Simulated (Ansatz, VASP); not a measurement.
## Two plane-wave programs on TaN

INCAR

```
SYSTEM = TaN
PREC = Accurate
ENCUT = 520
EDIFF = 1E-7
ISMEAR = -1
SIGMA = 0.1
LREAL = .False.
LASPH = .True.
NELM = 60
ALGO = Normal
ISIF = 2
LWAVE = .False.
LCHARG = .False.
GGA = PS
NBANDS = 15
```

The input KPOINTS:

```
Automatic mesh
0
Gamma
  12 12 10
  0 0 0
```

Contents of POSCAR:

```
TaN
1.0
    2.9380000000      0.0000000000      0.0000000000
   -1.4690000000      2.5443830000      0.0000000000
    0.0000000000      0.0000000000      2.8830000000
Ta N
1 1
Direct
    0.3418425233      0.6666666667      0.5000000000
    0.0000000000      0.0000000000      0.0000000000
```

Input for Ansatz:

```yaml
crystal:
  lattice:
    - [2.938, 0.0, 0.0]
    - [-1.469, 2.544383, 0.0]
    - [0.0, 0.0, 2.883]
  atoms:
    - { symbol: Ta, position: [0.3418425232584525, 0.6666666666666666, 0.5] }
    - { symbol: "N", position: [0.0, 0.0, 0.0] }
basis:
  ecutwfc: 450.0
kpoints:
  mp_grid:
    grid: [12, 12, 10]
hamiltonian:
  xc: pbesol
scf:
  occupations:
    method: fermi_dirac
    width: 0.1
output:
  forces: true
```

Alike in both runs: task single point; functional PBEsol; k mesh 12 × 12 × 10; occupations fermi-dirac, width 0.1 eV; no spin polarisation.

|  | VASP | Ansatz |
| --- | --- | --- |
| version | VASP 6.6.1 | Ansatz 0.2.0 |
| potentials or method | VASP PAW PBE potentials, release 64 (Ta_pv, N) | plane waves, PAW |
| plane-wave cutoff (eV) | 520 | 450 |
| valence electrons in the cell | 16 | 18 |

|  | VASP | Ansatz | Ansatz less VASP |
| --- | --- | --- | --- |
| rms of the force components (eV/Å) | 0.188 | 0.187 | -0.0014 |

Atom by atom the forces differ by 0.001 eV/Å (rms over components). The two sets of potentials don't hold the same shells in valence.

Caveats: the PAW data sets were made with another functional, which shifts forces and pressure a little (VASP). Spin-orbit coupling is left out, which matters for the levels of Ta.
